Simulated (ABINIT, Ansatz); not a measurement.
# A GW chain in ABINIT: NaI (Fm-3m), part 3 of 3

Aim: the G0W0 gap of NaI (Fm-3m) on PBE, step by step.

ABINIT 10.8.3; PBE and many-body steps on it, plane waves. Known limits of the many-body steps: not at the basis limit; no spin-orbit coupling.

So far. Step 4 (Empty states on the mesh, 4×4×4 mesh, 177 bands): On this mesh the gap is 3.639 eV. Step 5 (Screening, 4×4×4 mesh, 161 bands, screening to 176.9 eV): Local fields lower ε∞ by 18 %.

## 6. Self-energy, 4×4×4 mesh, 161 bands, screening to 176.9 eV

The self-energy is evaluated for the states that the input lists, and the levels follow from it, in one-shot runs by the linearised quasiparticle equation.

This step: G0W0 on PBE, plane waves, norm-conserving pseudopotentials.

run.abi

```
acell 3*1.0 Angstrom
rprim 
  -0.000000000000 3.236400000000 3.236400000000
  3.236400000000 0.000000000000 3.236400000000
  3.236400000000 3.236400000000 0.000000000000
ntypat 2
znucl 11 53
natom 2
typat 1 2
xred 
  0.000000000000 0.000000000000 0.000000000000
  0.500000000000 0.500000000000 0.500000000000
pp_dirpath "pseudos"
pseudos "Na.upf, I.upf"
ecut 38
ngkpt 4 4 4
nshiftk 1
shiftk 0 0 0
kptopt 1
chksymbreak 0
istwfk *1
occopt 1
irdwfk 1
optdriver 4
nband 161
gwcalctyp 0
ecutsigx 38
symsigma 1
nkptgw 1
kptgw 
  0.0000000000 0.0000000000 0.0000000000
bdgw 
  6 12
ecuteps 6.5
irdscr 1
ppmodel 1
indata_prefix "in"
outdata_prefix "out"
tmpdata_prefix "tmp"
```

The run is started by

```sh
$ OMP_NUM_THREADS=1 mpirun -n 4 abinit run.abi > log
```

Numbers of over 12 decimals in the logs are rounded to 6 here.

Log:

```text
.Version 10.8.3 of ABINIT. v10.8.2 released Aug 2026.

 Symmetries : space group Fm -3 m (#225); Bravais cF (face-center cubic)
[... echo of the input left out ...]
== DATASET  1 ==================================================================
-   mpi_nproc: 4, omp_nthreads: 1 (-1 if OMP is not activated)

--- !DatasetInfo
iteration_state: {dtset: 1, }
dimensions: {natom: 2, nkpt: 8, mband: 161, nsppol: 1, nspinor: 1, nspden: 1, mpw: 5124, }
cutoff_energies: {ecut:  38.0, pawecutdg:  -1.0, }
electrons: {nelect:   1.60000000E+01, charge:   0.00000000E+00, occopt:   1.00000000E+00, tsmear:   1.00000000E-02, }

 SIGMA: Calculation of the GW corrections

 Based on a program developped by R.W. Godby, V. Olevano, G. Onida, and L. Reining.
 Incorporated in ABINIT by V. Olevano, G.-M. Rignanese, and M. Torrent.
.Using double precision arithmetic ; gwpc =  8

[... cell and pseudopotentials left out ...]
--------------------------------------------------------------------------------

 ==== K-mesh for the wavefunctions ====
 Number of points in the irreducible wedge :     8
[... list of points left out ...]
 Together with 48 symmetry operations and time-reversal symmetry
 yields    64 points in the full Brillouin Zone.

 ==== Q-mesh for screening function ====
 Number of points in the irreducible wedge :     8
[... list of points left out ...]
 Together with 48 symmetry operations and time-reversal symmetry
 yields    64 points in the full Brillouin Zone.

 vcoul_init : cutoff-mode = AUXILIARY_FUNCTION
 q-points for optical limit:   1
     1)      0.000010    0.000020    0.000030
 setmesh: FFT mesh size selected  =    50x   50x   50
          total number of points  =       125000

 Number of electrons calculated from density =   16.0000; Expected =   16.0000
 average of density, n =  0.034971
 r_s =    1.8970
 omega_plasma =   18.0389 [eV]

 === KS Band Gaps ===
  >>>> For spin  1
   Minimum direct gap =   3.6392 [eV], located at k-point      :   0.0000  0.0000  0.0000
   Fundamental gap    =   3.6392 [eV], Top of valence bands at :   0.0000  0.0000  0.0000
                                       Bottom of conduction at :   0.0000  0.0000  0.0000
 SIGMA fundamental parameters:
 PLASMON POLE MODEL  1
 number of plane-waves for SigmaX                 5065
 number of plane-waves for SigmaC and W            339
 number of plane-waves for wavefunctions          5065
 number of bands                                   161
 number of independent spin polarizations            1
 number of spinorial components                      1
 number of k-points in IBZ                           8
 number of q-points in IBZ                           8
 number of symmetry operations                      48
 number of k-points in BZ                           64
 number of q-points in BZ                           64
 number of frequencies for dSigma/dE                 9
 frequency step for dSigma/dE [eV]                0.25
 number of omega for Sigma on real axis              0
 max omega for Sigma on real axis  [eV]           0.00
 zcut for avoiding poles [eV]                     0.10

 EPSILON^-1 parameters (SCR file):
 dimension of the eps^-1 matrix on file            339
 dimension of the eps^-1 matrix used               339
 number of plane-waves for wavefunctions          5065
 number of bands                                   161
 number of q-points in IBZ                           8
 number of frequencies                               2
 number of real frequencies                          1
 number of imag frequencies                          1

 matrix elements of self-energy operator (all in [eV])

 Perturbative Calculation

--- !SelfEnergy_ee
iteration_state: {dtset: 1, }
kpoint     : [   0.000,    0.000,    0.000, ]
spin       : 1
KS_gap     :    3.639
QP_gap     :    5.539
Delta_QP_KS:    1.900
data: !SigmaeeData |
     Band     E0 <VxcDFT>   SigX SigC(E0)      Z dSigC/dE  Sig(E)    E-E0       E
        6   0.107 -11.384 -14.313   1.235   0.802  -0.247 -12.742  -1.358  -1.251
        7   0.107 -11.384 -14.313   1.235   0.802  -0.247 -12.742  -1.358  -1.251
        8   0.107 -11.384 -14.313   1.235   0.802  -0.247 -12.742  -1.358  -1.251
        9   3.746  -7.312  -3.615  -3.050   0.839  -0.192  -6.769   0.542   4.289
       10   8.073  -7.141  -3.086  -3.325   0.829  -0.206  -6.536   0.605   8.678
       11   8.073  -7.141  -3.086  -3.325   0.829  -0.206  -6.536   0.605   8.678
       12   8.073  -7.141  -3.086  -3.325   0.829  -0.206  -6.536   0.605   8.678

== END DATASET(S) ==============================================================
================================================================================

 -outvars: echo values of variables after computation  --------
           etotal      0.0000000000E+00
            nband         161
             nkpt           8
          spgroup         225
 [... the other variables as echoed above ...]

 Calculation completed.
```

Run time: 16 s. Hardware: 4 MPI ranks of Intel Xeon Platinum 8375C at 2.90GHz (Ice Lake), shared host; peak memory 1.7 GiB.

This step gave:

```
G0W0 gap on the points computed              : 5.540 eV
starting gap on the mesh                     : 3.639 eV
k of the valence top                         : 0, 0, 0
k of the conduction bottom                   : 0, 0, 0
Z at the valence top                         : 0.802
Z at the conduction bottom                   : 0.839
least direct G0W0 gap on the computed points : 5.540 eV
```

The gap on the mesh goes from 3.64 eV to 5.54 eV, a correction of +1.90 eV.

Limits: finite bands, cutoff and mesh; no spin-orbit coupling. v1 is the top filled band, c1 the lowest empty one. Levels before and after the correction, in eV, zero at the valence-band top of each column:

|  | conduction bottom | valence top |
| --- | --- | --- |
| Kohn-Sham | 3.64 | 0.00 |
| G0W0 | 5.54 | 0.00 |

|  | level | energy (eV) |
| --- | --- | --- |
| Kohn-Sham | Γ v3-v1 | 0.000 |
| Kohn-Sham | Γ c1 | 3.639 |
| Kohn-Sham | Γ c2-c4 | 7.966 |
| G0W0 | Γ v3-v1 | 0.000 |
| G0W0 | Γ c1 | 5.540 |
| G0W0 | Γ c2-c4 | 9.929 |

## 7. Where the time went

Times are wall times on 4 MPI ranks of Intel Xeon Platinum 8375C at 2.90GHz (Ice Lake), shared host, good to a factor of about two.

| step | time | share | memory (GiB) |
| --- | --- | --- | --- |
| ground state | 9.8 s | 6 % | 0.39 |
| bands along the symmetry lines | 12 s | 7 % | 0.36 |
| empty states on the mesh | 73 s | 43 % | 0.47 |
| screening | 59 s | 35 % | 1.6 |
| self-energy | 16 s | 9 % | 1.7 |

## 8. Outcome

| Property | Result |
| --- | --- |
| PBE gap | 3.64 eV, direct |
| G0W0 gap on the mesh | 5.54 eV |
| GW settings | 4×4×4 mesh, 161 bands, screening to 176.9 eV, Godby-Needs plasmon pole |
| known limits | not at the basis limit; no spin-orbit coupling |

G0W0 moves the gap on the mesh from 3.64 eV to 5.54 eV (+1.90 eV), with Z of 0.80 and 0.84 at the edges. Local fields lower the RPA ε∞ on this mesh from 3.94 to 3.24. Only 1 of the mesh's irreducible points was corrected, so a valley elsewhere could overtake. Bands and cutoff are finite, so the gap is not at the basis limit. The miss can reach some tenths of an eV and take either sign; the mesh is an error of its own. In the G0W0 run levels were corrected at 1 k point alone, so a gap called «on the mesh» is the least over those, and an edge elsewhere would be missed. The many-body steps are scalar-relativistic: spin-orbit coupling is not in them.

[Paths, hosts, dates, memory and timing lines, banners, echoed tables and standing remarks are left out of the program output.]

[Logs are printed without paths, hosts, clocks, repeated set-up lines and the standing remarks that a program may print on its own settings, such as how far it seeks lower states.]

[Runs of the session that timed out or met a known fault of the program may be left out.]

[Hosts, paths, dates, database ids (printed as entryN), source tags and the programs' standing remarks are cut or masked in the printed files.]

[G0W0 gaps are taken among the corrected bands and points alone; a level outside them can change the order at an edge.]

[Where Ansatz stands beside ABINIT at settings called matched, ABINIT's density can come from a denser mesh and the files from another edition; pairs whose starting gaps differed by over 0.03 eV were left out, so agreement reads better than it is.]
